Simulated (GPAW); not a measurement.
## MnO: band structure with LDA

Crystal: MnO.

```
Mn O
1.0
     1.73397   -2.93315    0.00000
     1.73397    2.93315    0.00000
     0.00000    0.00000    5.47316
Mn O
2 2
Direct
  0.82505 0.17495 0.99765
  0.17495 0.82505 0.49765
  0.83766 0.16234 0.61592
  0.16234 0.83766 0.11592
```

The cell comes from a database or a generator and needn't be the stable form of this composition.

| Quantity | Value |
| --- | --- |
| Program | GPAW 26.7.0 |
| Task | band structure |
| Functional | LDA |
| Potentials or basis | the program's PAW data sets (release 1.2.1) made for this functional |
| Cutoff | 800 eV |
| Basis | pw |
| k mesh | 6 × 6 × 3 |
| Occupations | fermi-dirac, width 0.05 eV |
| Spin | collinear spin, ferromagnetic start |
| Starting moments | [4.0, 4.0, 0.0, 0.0] μB |
| Maxiter | 150 |
| Band path | GXSRAZGYX1A1TY,ZT |
| Band points | 100 |

The pressure is -9.2 GPa. The largest force is 0.053 eV/Å, the band gap along the path is none (metal or under the smearing width) and the net moment is 9.94 μB per cell. The site moments are Mn +4.29; O +0.16 μB.

Forces in eV/Å, atoms in the order of the input:
```
Mn   0.000 -0.048  0.021
Mn   0.000  0.048  0.021
O    0.000  0.043 -0.021
O    0.000 -0.043 -0.021
```

Stress tensor (GPa, compression positive):
```
-9.71  0.00  0.00
 0.00 -8.56  0.00
 0.00  0.00 -9.21
```

Levels at the corners of the path, in eV from the Fermi level:
Spin up:
| point | band 22 | band 23 | band 24 | band 25 | band 26 | band 27 | band 28 | band 29 | band 30 |
| --- | --- | --- | --- | --- | --- | --- | --- | --- | --- |
| Γ | -1.45 | -0.74 | -0.59 | -0.20 | 0.12 | 0.14 | 3.49 | 5.25 | 11.09 |
| X | -1.81 | -1.80 | -1.71 | -1.25 | -1.17 | 5.48 | 5.54 | 5.75 | 5.98 |
| S | -2.33 | -1.78 | -1.75 | -0.82 | -0.80 | 3.79 | 4.24 | 5.71 | 7.33 |
| R | -2.26 | -1.23 | -1.23 | -1.18 | -1.18 | 3.79 | 3.79 | 5.92 | 5.92 |
| A | -1.99 | -1.94 | -1.94 | -1.13 | -1.13 | 5.58 | 5.58 | 5.92 | 5.92 |
| Z | -1.32 | -0.31 | -0.31 | -0.27 | -0.27 | 1.07 | 1.07 | 8.01 | 8.01 |
| Γ | -1.45 | -0.74 | -0.59 | -0.20 | 0.12 | 0.14 | 3.49 | 5.25 | 11.09 |
| Y | -2.27 | -1.83 | -1.79 | -0.79 | -0.78 | 3.81 | 4.26 | 5.95 | 7.25 |
| X1 | -1.81 | -1.80 | -1.71 | -1.25 | -1.17 | 5.48 | 5.54 | 5.75 | 5.98 |
| A1 | -1.99 | -1.94 | -1.94 | -1.13 | -1.13 | 5.58 | 5.58 | 5.92 | 5.92 |
| T | -2.25 | -1.23 | -1.23 | -1.10 | -1.10 | 3.73 | 3.73 | 6.08 | 6.08 |
| Y | -2.27 | -1.83 | -1.79 | -0.79 | -0.78 | 3.81 | 4.26 | 5.95 | 7.25 |
| Z | -1.32 | -0.31 | -0.31 | -0.27 | -0.27 | 1.07 | 1.07 | 8.01 | 8.01 |
| T | -2.25 | -1.23 | -1.23 | -1.10 | -1.10 | 3.73 | 3.73 | 6.08 | 6.08 |
Spin down:
```csv
point,band 14,band 15,band 16,band 17,band 18,band 19
Γ,-4.69,-4.69,-4.57,-0.32,0.79,0.94
X,-5.14,-4.76,-4.65,0.15,0.55,0.56
S,-4.56,-4.52,-4.43,0.10,0.58,0.94
R,-4.63,-4.50,-4.50,0.73,0.73,1.38
A,-5.33,-4.33,-4.33,0.40,0.40,1.35
Z,-4.78,-4.69,-4.69,1.26,1.26,1.33
Γ,-4.69,-4.69,-4.57,-0.32,0.79,0.94
Y,-4.64,-4.61,-4.61,0.19,0.65,1.00
X1,-5.14,-4.76,-4.65,0.15,0.55,0.56
A1,-5.33,-4.33,-4.33,0.40,0.40,1.35
T,-4.63,-4.60,-4.60,0.78,0.78,1.43
Y,-4.64,-4.61,-4.61,0.19,0.65,1.00
Z,-4.78,-4.69,-4.69,1.26,1.26,1.33
T,-4.63,-4.60,-4.60,0.78,0.78,1.43
```

Run time: 8.2 min on 1 thread of Arm Neoverse V1 (shared host), peak memory 0.93 GiB.

Caveat: the k mesh is coarse (spacing up to 0.38 Å⁻¹), so the values aren't converged; semilocal functionals often make such compounds metallic where correlation or magnetic order opens a gap, which also shifts bond lengths; only a ferromagnetic start was run, and an antiferromagnetic order may lie lower in energy.
